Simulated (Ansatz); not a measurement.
# C7H8: ionisation energy by level of theory

An exercise on one series of results from a longer session: the logs are not shown, and one member is left open.

Method: unrestricted cation, the program's frozen cores in correlated methods; program: Ansatz 0.2.0, Gaussian basis.

Levels to be run: UKS PBE-D4/def2-TZVPP; UKS r2SCAN-D4/def2-TZVPP; UKS PBE0-D4/def2-TZVPP; UKS B3LYP-D4/def2-TZVPP; UKS wB97X-V/def2-TZVPP; UKS wB97M-V/def2-TZVPP; UKS B2PLYP/def2-TZVPP; UHF-CCSD(T)/def2-TZVPP; UHF-MP2/def2-QZVPP; extrapolation to the limit; then −ε(HOMO) from the neutral's earlier runs with LDA (SPW92), PBE-D4, revPBE-D4, BLYP-D4, r2SCAN-D4, B97M-V, PBE0-D4, B3LYP-D4, r2SCANh-D4, r2SCAN0-D4, HSE06-D4, BHLYP-D4, CAM-B3LYP-D4, LC-ωPBE, ωB97X-V, ωB97M-V.

### The geometry

All runs share one geometry, relaxed beforehand with PBE0-D4 in a triple-zeta def2 set.

SMILES `C1=C[C@H]2C=C[C@@H]1C2`, 15 atoms, charge 0, spin multiplicity 1.

Atoms are counted from 1 here; the program's logs count them from 0.

Bond lengths: C1–C2 1.328 Å, C1–C6 1.531 Å, C1–H8 1.081 Å, C2–C3 1.531 Å, C2–H9 1.081 Å, C3–C4 1.531 Å, C3–C7 1.547 Å, C3–H10 1.088 Å, C4–C5 1.328 Å, C4–H11 1.081 Å, C5–C6 1.531 Å, C5–H12 1.081 Å, C6–C7 1.547 Å, C6–H13 1.088 Å, C7–H14 1.092 Å, C7–H15 1.092 Å. Angles: C2–C1–C6 107.1°, C2–C1–H8 128.1°, C6–C1–H8 124.7°, C1–C2–C3 107.1°, C1–C2–H9 128.1°, C3–C2–H9 124.7°, C2–C3–C4 107.2°, C2–C3–C7 98.3°, C2–C3–H10 116.2°, C4–C3–C7 98.4°, C4–C3–H10 116.2°, C7–C3–H10 117.9°, C3–C4–C5 107.1°, C3–C4–H11 124.7°, C5–C4–H11 128.1°, C4–C5–C6 107.1°, C4–C5–H12 128.1°, C6–C5–H12 124.7° and more.

Set-up of the first run:

in.yaml reads:

```yaml
crystal:
  periodic: [false, false, false]
  atoms:
    - {symbol: C, position_ang: [-0.335905, -0.448988, 1.409729]}
    - {symbol: C, position_ang: [0.832586, -0.859992, 0.930880]}
    - {symbol: C, position_ang: [1.047194, -0.146955, -0.407234]}
    - {symbol: C, position_ang: [-0.035183, -0.649735, -1.366759]}
    - {symbol: C, position_ang: [-1.203603, -0.238515, -0.887917]}
    - {symbol: C, position_ang: [-0.914223, 0.543166, 0.396704]}
    - {symbol: C, position_ang: [0.408878, 1.213566, -0.041600]}
    - {symbol: H, position_ang: [-0.841287, -0.777589, 2.307498]}
    - {symbol: H, position_ang: [1.500409, -1.601299, 1.347838]}
    - {symbol: H, position_ang: [2.065502, -0.143976, -0.791540]}
    - {symbol: H, position_ang: [0.148931, -1.273869, -2.230437]}
    - {symbol: H, position_ang: [-2.192610, -0.449806, -1.270800]}
    - {symbol: H, position_ang: [-1.714744, 1.186089, 0.757906]}
    - {symbol: H, position_ang: [0.289188, 1.875387, -0.901753]}
    - {symbol: H, position_ang: [0.923064, 1.721715, 0.776687]}
basis:
  gaussian: {orbitals: def2-TZVPP}
total_charge: 1
magnetization: {spin_polarized: true, initial_magnetization: 1}
hamiltonian: {xc: pbe, dispersion: d4}
```

Launch:

```bash
ansatz run in.yaml --threads 2 --pin off --events-out ev --progress --plain --max-ram 22528MiB --backend cuda --devices 0, --max-vram 18GiB
```

Steps of the session up to this table: Cation, UKS PBE-D4/def2-TZVPP; Cation, UKS r2SCAN-D4/def2-TZVPP; Cation, UKS PBE0-D4/def2-TZVPP; Cation, UKS B3LYP-D4/def2-TZVPP; Cation, UKS wB97X-V/def2-TZVPP; Cation, UKS wB97M-V/def2-TZVPP; Cation, UKS B2PLYP (frozen core)/def2-TZVPP; Cation, UHF-CCSD(T)/def2-TZVPP; Cation, UHF-MP2/def2-QZVPP.

One of the session's tables, all rows but one given; the rest of the session is left out.

Orbital estimates, from the neutral's runs:

| functional | −ε(HOMO) (eV) |
| --- | --- |
| LDA (SPW92) | 5.58 |
| PBE-D4 | ? |
| revPBE-D4 | 5.33 |
| BLYP-D4 | 5.23 |
| r2SCAN-D4 | 5.55 |
| B97M-V | 5.56 |
| PBE0-D4 | 6.46 |
| B3LYP-D4 | 6.25 |
| r2SCANh-D4 | 5.96 |
| r2SCAN0-D4 | 6.57 |
| HSE06-D4 | 6.06 |
| BHLYP-D4 | 7.36 |
| CAM-B3LYP-D4 | 7.79 |
| LC-ωPBE | 9.20 |
| ωB97X-V | 8.79 |
| ωB97M-V | 8.71 |

Q: Estimate the row for PBE-D4 from the others.

The run gave: −ε(HOMO) (eV): 5.40. In the column «−ε(HOMO) (eV)» it lies between revPBE-D4 (5.33) and r2SCAN-D4 (5.55).
